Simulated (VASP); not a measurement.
# Pb: elastic constants with PBE

The system is Pb.

```
Pb
1.0
     0.00000    2.52053    2.52053
     2.52053    0.00000    2.52053
     2.52053    2.52053    0.00000
Pb
1
Direct
  0.00000 0.00000 0.00000
```

```yaml
Program: VASP 6.6.1
Task: elastic constants
Functional: PBE
Potentials_or_basis: VASP PAW PBE potentials, release 64 (Pb_d)
Cutoff: 600 eV
k_mesh: 24 × 24 × 24
Occupations: methfessel-paxton, width 0.2 eV
Spin: no spin polarisation
Ions_in_elastic_constants: relaxed
Further_INCAR_settings: ALGO = Normal; EDIFF = 1e-08; IBRION = 6; POTIM = 0.015; NSW = 1; ISIF = 3
```

The elastic constants C11, C12, C44 are 45, 37, 12 GPa and the voigt bulk modulus is 40 GPa.

Elastic tensor in Voigt notation (GPa, in the Cartesian axes of the cell as first typed):
```
45 37 37  0  0  0
37 45 37  0  0  0
37 37 45  0  0  0
 0  0  0 12  0  0
 0  0  0  0 12  0
 0  0  0  0  0 12
```

Clamped-ion elastic tensor (GPa):
```
45 37 37  0  0  0
37 45 37  0  0  0
37 37 45  0  0  0
 0  0  0 12  0  0
 0  0  0  0 12  0
 0  0  0  0  0 12
```

Wall time 49 min on 2 MPI ranks on Intel(R) Xeon(R) Platinum 8488C (Sapphire Rapids), with other jobs on the host, peak memory 2.3 GiB a rank.

Spin-orbit coupling is left out, which matters for the levels of Pb.
